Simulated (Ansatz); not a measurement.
Property card for Au

Level of theory: Ansatz 0.2.0, DFT r2SCAN, scalar-relativistic, plane waves, PAW.

Cutoff 500 eV; k points 18×18×18 on the computed 1-atom cell (Γ-centred); Gaussian smearing, width 0.10 eV; no spin polarisation.

The structure is relaxed at this level of theory with its symmetry kept.

It takes space group Fm-3m (No. 225, cubic). Conventional cell: a = 4.124 Å, b = 4.124 Å, c = 4.124 Å, α = 90.00°, β = 90.00°, γ = 90.00°. Around Au (site symmetry m-3m) lie 12 Au at 2.92 Å.

| Property | Result |
| --- | --- |
| Volume per atom | 17.53 Å³ |
| Formation energy from the elements' standard states (uncorrected) | 0.000 eV/atom |
| Generalised Kohn–Sham band gap | none (metal) |
| Density of states at the Fermi level | 0.27 states/eV per cell |
| Löwdin character within 0.5 eV of the Fermi level | Au 6s 46 %, Au 5d 32 %, unprojected 22 % |
| Bulk modulus | 155 GPa |
| Its pressure derivative | 5.9 |
| Bader charges (e) | Au (1 in the cell) 0.00 |

Spin-orbit coupling is left out, which matters for the bands of heavy elements.